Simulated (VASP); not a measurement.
## Te: band structure with TPSS

The system is Te.

```
Te
1.0
     2.30590    1.33131    1.69095
    -2.30590    1.33131    1.69095
     0.00000   -2.66263    1.69095
Te
1
Direct
  0.50000 0.50000 0.50000
```

This isn't the form of Te at room conditions, which is trigonal, of chains.

* Program: VASP 6.6.1
* Task: band structure
* Functional: TPSS
* Potentials or basis: VASP PAW PBE potentials, release 64 (Te)
* Cutoff: 520 eV
* k mesh: 9 × 9 × 9
* Occupations: fermi-dirac, width 0.05 eV
* Spin: no spin polarisation
* Further INCAR settings: ALGO = Normal; EDIFF = 1e-06

| Quantity | Value |
| --- | --- |
| Pressure | 2.4 GPa |
| Band gap along the path | none (metal or under the smearing width) |

Stress tensor (GPa, compression positive):
```
2.60 0.00 0.00
0.00 2.60 0.00
0.00 0.00 1.86
```

Levels at the corners of the path, in eV from the Fermi level:
| point | band 1 | band 2 | band 3 | band 4 | band 5 | band 6 | band 7 |
| --- | --- | --- | --- | --- | --- | --- | --- |
| Γ | -14.14 | 0.93 | 1.42 | 1.42 | 6.27 | 6.27 | 6.69 |
| P | -8.35 | -3.45 | -3.45 | -2.50 | 4.04 | 4.04 | 5.08 |
| P | -8.35 | -3.45 | -3.45 | -2.50 | 4.04 | 4.04 | 5.08 |
| Z | -8.27 | -3.46 | -3.46 | -2.51 | 3.94 | 3.94 | 5.44 |
| Z | -8.27 | -3.46 | -3.46 | -2.51 | 3.94 | 3.94 | 5.44 |
| Q | -8.61 | -3.43 | -3.43 | -2.48 | 4.33 | 4.33 | 4.66 |
| Q | -8.61 | -3.43 | -3.43 | -2.48 | 4.33 | 4.33 | 4.66 |
| Γ | -14.14 | 0.93 | 1.42 | 1.42 | 6.27 | 6.27 | 6.69 |
| Γ | -14.14 | 0.93 | 1.42 | 1.42 | 6.27 | 6.27 | 6.69 |
| F | -10.29 | -5.05 | -4.32 | 1.89 | 3.99 | 10.83 | 12.38 |
| F | -10.29 | -5.05 | -4.32 | 1.89 | 3.99 | 10.83 | 12.37 |
| P1 | -8.35 | -3.45 | -3.45 | -2.50 | 4.04 | 4.04 | 5.08 |
| P1 | -8.35 | -3.45 | -3.45 | -2.50 | 4.04 | 4.04 | 5.08 |
| Q1 | -8.61 | -3.43 | -3.43 | -2.48 | 4.33 | 4.33 | 4.66 |
| Q1 | -8.61 | -3.43 | -3.43 | -2.48 | 4.33 | 4.33 | 4.66 |
| L | -12.22 | -6.42 | 2.46 | 2.81 | 7.95 | 9.23 | 9.93 |
| L | -12.22 | -6.42 | 2.46 | 2.81 | 7.95 | 9.23 | 9.93 |
| Z | -8.27 | -3.46 | -3.46 | -2.51 | 3.94 | 3.94 | 5.44 |

Wall time 100 s on 1 thread of AMD EPYC 9R14 (Zen 4) (shared host), peak memory 0.14 GiB.

Caveat: the PAW data sets were made with another functional, which shifts forces and pressure a little; spin-orbit coupling is left out, which moves the levels of the heavy elements.
